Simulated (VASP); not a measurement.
All values below come from r2SCAN+rVV10, VASP's PBE PAW potentials (set 64) (plane waves; VASP 6.6.1).

A VASP calculation is set up with these files.

### INCAR
```
ALGO = Normal
BPARAM = 11.95
CPARAM = 0.0093
EDIFF = 1E-7
ENCUT = 520
ISIF = 2
ISMEAR = 0
LASPH = .TRUE.
LCHARG = .FALSE.
LMAXMIX = 4
LMIXTAU = .TRUE.
LREAL = .FALSE.
LUSE_VDW = .TRUE.
LWAVE = .FALSE.
METAGGA = R2SCAN
NELM = 100
PREC = Accurate
SIGMA = 0.05
SYSTEM = CsI
```

**POSCAR**
```
CsI
1
    4.5468081263     0.0000000000     0.0000000000
    0.0000000000     4.5468081263     0.0000000000
    0.0000000000     0.0000000000     4.5468081263
Cs I
1 1
Direct
  0.0000000000   0.0000000000   0.0000000000
  0.5000000000   0.5000000000   0.5000000000
```

File KPOINTS:
```
Automatic mesh
0
Gamma
6 6 6
0 0 0
```

POTCAR, in this order: Cs_sv I (PBE.64 set). Program: vasp_std.

Output of the run:

File OUTCAR:
```
 ion  position               nearest neighbor table
   1  0.000  0.000  0.000-
   2  0.500  0.500  0.500-
  LATTYP: Found a simple cubic cell.
 ALAT       =     4.5468081263
 Subroutine PRICEL returns:
 Original cell was already a primitive cell.
 Subroutine GETGRP returns: Found 48 space group operations
The static configuration has the point symmetry O_h .
The dynamic configuration has the point symmetry O_h .
 Subroutine INISYM returns: Found 48 space group operations
 Subroutine IBZKPT returns following result:
 Found     20 irreducible k-points:

 Following reciprocal coordinates:
            Coordinates               Weight
  0.000000  0.000000  0.000000      1.000000
  0.166667  0.000000  0.000000      6.000000
  0.333333  0.000000  0.000000      6.000000
  0.500000  0.000000  0.000000      3.000000
  0.166667  0.166667  0.000000     12.000000
  0.333333  0.166667  0.000000     24.000000
  0.500000  0.166667  0.000000     12.000000
  0.333333  0.333333  0.000000     12.000000
  0.500000  0.333333  0.000000     12.000000
  0.500000  0.500000  0.000000      3.000000
  0.166667  0.166667  0.166667      8.000000
  0.333333  0.166667  0.166667     24.000000
  0.500000  0.166667  0.166667     12.000000
  0.333333  0.333333  0.166667     24.000000
  0.500000  0.333333  0.166667     24.000000
  0.500000  0.500000  0.166667      6.000000
  0.333333  0.333333  0.333333      8.000000
  0.500000  0.333333  0.333333     12.000000
  0.500000  0.500000  0.333333      6.000000
  0.500000  0.500000  0.500000      1.000000
   k-points           NKPTS =     20   k-points in BZ     NKDIM =     20   number of bands    NBANDS=     12
   number of dos      NEDOS =    301   number of ions     NIONS =      2
   total plane-waves  NPLWV =  46656
   dimension x,y,z NGX =    36 NGY =   36 NGZ =   36
   dimension x,y,z NGXF=    72 NGYF=   72 NGZF=   72
   ions per type =               1   1
   PREC   = accura    normal or accurate (medium, high low for compatibility)
   ISTART =      0    job   : 0-new  1-cont  2-samecut
   ICHARG =      2    charge: 1-file 2-atom 10-const
   ISPIN  =      1    spin polarized calculation?
   LNONCOLLINEAR =      F non collinear calculations
   LSORBIT =      F    spin-orbit coupling
   INIWAV =      1    electr: 0-lowe 1-rand  2-diag
   ENCUT  =  520.0 eV  38.22 Ry    6.18 a.u.   8.45  8.45  8.45*2*pi/ulx,y,z
   NELM   =    100;   NELMIN=  2; NELMDL= -5     # of ELM steps
   EDIFF  = 0.1E-06   stopping-criterion for ELM
   LREAL  =      F    real-space projection
   NLSPLINE    = F    spline interpolate recip. space projectors
   LMAXMIX     =    4 max onsite mixed and CHGCAR
   VOSKOWN=      0    Vosko Wilk Nusair interpolation
   EDIFFG = 0.1E-05   stopping-criterion for IOM
   NSW    =      0    number of steps for IOM
   NBLOCK =      1;   KBLOCK =      1    inner block; outer block
   IBRION =     -1    ionic relax: 0-MD 1-quasi-New 2-CG
   NFREE  =      0    steps in history (QN), initial steepest desc. (CG)
   ISIF   =      2    stress and relaxation
   ISYM   =      2    0-nonsym 1-usesym 2-fastsym
   TEIN   =    0.0    initial temperature
   TEBEG  =    0.0;   TEEND  =   0.0 temperature during run
   SMASS  =  -3.00    Nose mass-parameter (am)
   PSTRESS=    0.0 pullay stress
   NELECT =      16.0000    total number of electrons
   EFERMI =   0.00;   METHOD = LEGACY
   ISMEAR =     0;   SIGMA  =   0.05  broadening in eV -4-tet -1-fermi 0-gaus
   IALGO  =     38    algorithm
   LDIAG  =      T    sub-space diagonalisation (order eigenvalues)
   IMIX   =      4    mixing-type and parameters
     AMIX     =   0.40;   BMIX     =  1.00
     AMIX_MAG =   1.60;   BMIX_MAG =  1.00
...
```

OSZICAR:
```
       N       E                     dE             d eps       ncg     rms          rms(c)
DAV:   1     0.436206440331E+02    0.43621E+02   -0.64087E+03   480   0.113E+03
DAV:   2    -0.483941827875E+02   -0.92015E+02   -0.87099E+02   740   0.172E+02
DAV:   3    -0.556071837408E+02   -0.72130E+01   -0.71923E+01   616   0.549E+01
DAV:   4    -0.556971345528E+02   -0.89951E-01   -0.89926E-01   552   0.755E+00
DAV:   5    -0.556981868308E+02   -0.10523E-02   -0.10522E-02   612   0.857E-01    0.213E+00
DAV:   6    -0.530723319111E+02    0.26259E+01   -0.42580E-01   504   0.576E+00    0.202E+00
DAV:   7    -0.519967862455E+02    0.10755E+01   -0.44495E-01   484   0.515E+00    0.664E-01
DAV:   8    -0.524681829486E+02   -0.47140E+00   -0.28894E-01   480   0.592E+00    0.384E-01
DAV:   9    -0.523599861791E+02    0.10820E+00   -0.22119E-01   480   0.466E+00    0.271E-01
DAV:  10    -0.524022171488E+02   -0.42231E-01   -0.20092E-01   480   0.474E+00    0.326E-01
DAV:  11    -0.524585505237E+02   -0.56333E-01   -0.32104E-02   480   0.219E+00    0.143E-01
DAV:  12    -0.525031785121E+02   -0.44628E-01   -0.63508E-02   480   0.345E+00    0.112E-01
DAV:  13    -0.525026670427E+02    0.51147E-03   -0.49225E-04   604   0.206E-01    0.983E-02
DAV:  14    -0.525042366419E+02   -0.15696E-02   -0.91277E-03   480   0.112E+00    0.533E-02
DAV:  15    -0.525061477417E+02   -0.19111E-02   -0.80679E-04   484   0.349E-01    0.148E-02
DAV:  16    -0.525072868012E+02   -0.11391E-02   -0.58865E-04   488   0.317E-01    0.110E-02
DAV:  17    -0.525072935232E+02   -0.67220E-05   -0.23196E-05   544   0.648E-02    0.898E-03
DAV:  18    -0.525072962498E+02   -0.27266E-05   -0.51321E-07   584   0.913E-03    0.857E-03
DAV:  19    -0.525072983293E+02   -0.20795E-05   -0.30845E-07   536   0.750E-03    0.783E-03
DAV:  20    -0.525072993491E+02   -0.10198E-05   -0.71531E-06   496   0.263E-02    0.433E-03
DAV:  21    -0.525072987051E+02    0.64396E-06   -0.11094E-06   504   0.134E-02    0.223E-03
DAV:  22    -0.525072991466E+02   -0.44150E-06   -0.52898E-08   380   0.344E-03    0.162E-03
DAV:  23    -0.525072993002E+02   -0.15362E-06   -0.86088E-08   340   0.401E-03    0.189E-03
DAV:  24    -0.525072993377E+02   -0.37514E-07   -0.13745E-07   368   0.393E-03
   1 F= -.52507299E+02 E0= -.52507299E+02  d E =-.200048E-11
```

### OUTCAR
```
------------------------ aborting loop because EDIFF is reached ----------------------------------------
  FORCE on cell =-STRESS in cart. coord.  units (eV):
  Direction    XX          YY          ZZ          XY          YZ          ZX
  --------------------------------------------------------------------------------------
  Total        0.0070266      0.0070266      0.0070266      0.0000000      0.0000000      0.0000000
  in kB        0.1197661      0.1197661      0.1197661      0.0000000      0.0000000      0.0000000
  external PRESSURE =       0.1197661 kB  Pullay stress =       0.0000000 kB
  volume of cell :       94.00
      direct lattice vectors                 reciprocal lattice vectors
     4.546808126  0.000000000  0.000000000     0.219934506  0.000000000  0.000000000
     0.000000000  4.546808126  0.000000000     0.000000000  0.219934506  0.000000000
     0.000000000  0.000000000  4.546808126     0.000000000  0.000000000  0.219934506
 POSITION                                       TOTAL-FORCE (eV/Angst)
 -----------------------------------------------------------------------------------
      0.00000      0.00000      0.00000         0.000000      0.000000      0.000000
      2.27340      2.27340      2.27340         0.000000      0.000000      0.000000
 -----------------------------------------------------------------------------------
    total drift:                               -0.000000      0.000000      0.000000
  FREE ENERGIE OF THE ION-ELECTRON SYSTEM (eV)
  ---------------------------------------------------
  free  energy   TOTEN  =       -52.5072993377 eV

  energy  without entropy=      -52.5072993377  energy(sigma->0) =      -52.50729934
```
(Selected blocks of OUTCAR.)

### OUTCAR
```
 val. band max:        0.5770073211   @ k =   0.5000   0.5000   0.0000

 cond. band min:       5.0992481362   @ k =   0.0000   0.0000   0.0000


 Fermi energy:         0.7954843038

 k-point     1 :       0.0000    0.0000    0.0000
  band No.  band energies     occupation
      1     -20.3390      2.00000
      2     -10.4131      2.00000
      3      -6.6704      2.00000
      4      -6.6704      2.00000
      5      -6.6704      2.00000
      6       0.4902      2.00000
      7       0.4902      2.00000
      8       0.4902      2.00000
      9       5.0992      0.00000
     10       5.0992      0.00000
     11       5.1382      0.00000
     12       8.9929      0.00000

 k-point     2 :       0.1667    0.0000    0.0000
  band No.  band energies     occupation
      1     -20.3320      2.00000
      2     -10.4167      2.00000
      3      -6.7086      2.00000
      4      -6.6533      2.00000
      5      -6.6533      2.00000
      6       0.0147      2.00000
      7       0.4509      2.00000
      8       0.4509      2.00000
      9       5.2730      0.00000
     10       5.6084      0.00000
     11       5.8544      0.00000
     12       8.9060      0.00000

 k-point     3 :       0.3333    0.0000    0.0000
  band No.  band energies     occupation
      1     -20.3179      2.00000
      2     -10.4267      2.00000
      3      -6.7712      2.00000
      4      -6.6186      2.00000
      5      -6.6186      2.00000
      6      -0.7206      2.00000
      7       0.3696      2.00000
      8       0.3696      2.00000
      9       5.7507      0.00000
     10       6.8304      0.00000
     11       7.2136      0.00000
     12       8.6308      0.00000

 k-point     4 :       0.5000    0.0000    0.0000
  band No.  band energies     occupation
      1     -20.3108      2.00000
      2     -10.4332      2.00000
      3      -6.7955      2.00000
      4      -6.6010      2.00000
      5      -6.6010      2.00000
      6      -1.0287      2.00000
...
```

Unless said otherwise, spin-orbit coupling is left out, though it shifts the bands of the heavy elements here.

The compound is CsI in the CsCl type structure. It was relaxed first.
